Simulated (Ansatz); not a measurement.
Consider a crystal of GdN in space group P6_3mc (No. 186), with Gd on 2b; N on 2b. A trial structure of GdN was built thus: species swapped into a database cell of TaN, with N on the Ta sites and Gd on the N sites.

All numbers below come from Ansatz, DFT PBE, scalar-relativistic, plane waves, PAW. Cutoff 420 eV, Γ-centred mesh, Gaussian smearing, collinear spin.

The zero of energy is the elements' standard structures at the same level (N₂ as a molecule); no fitted shifts are applied.

Problem. Predict the relaxed structure.

Solution.

Space group P6_3mc (No. 186). a = 4.064 Å, b = 4.064 Å, c = 5.065 Å, α = 90.00°, β = 90.00°, γ = 120.00°
```
atom  site  symmetry       x       y       z
  Gd    2b       3m. 0.3333  0.6667  0.4298
   N    2b       3m. 0.3333  0.6667  0.9552
```

Gd is surrounded by 4 N at 2.35–2.40 Å and 1 N at 2.66 Å; around N lie 4 Gd at 2.35–2.40 Å and 1 Gd at 2.66 Å. Another local minimum with the same sites may exist.

Problem. And its energy and gap?

Solution. The formation energy is −1.481 eV/atom, the gap on the 12×12×6 mesh of the 4-atom cell is 0.63 eV and the net moment per atom is 3.50 μB. The moment by site is Gd 6.8 (×2) μB.

The last run used collinear spin and Gaussian smearing of 0.02 eV. Kohn–Sham gaps at this level usually fall short of measured ones. The 4f shell of Gd is treated without a Hubbard U, which places its levels poorly. The magnetic state reached may not be the lowest. Symmetry constrained the relaxation, so the result can be a saddle point. Another cell of the same search, in Fm-3m, lies 75 meV/atom lower, so this cell isn't the stable form at this level. Site moments count only spheres around the atoms; the net moment includes the space between them.
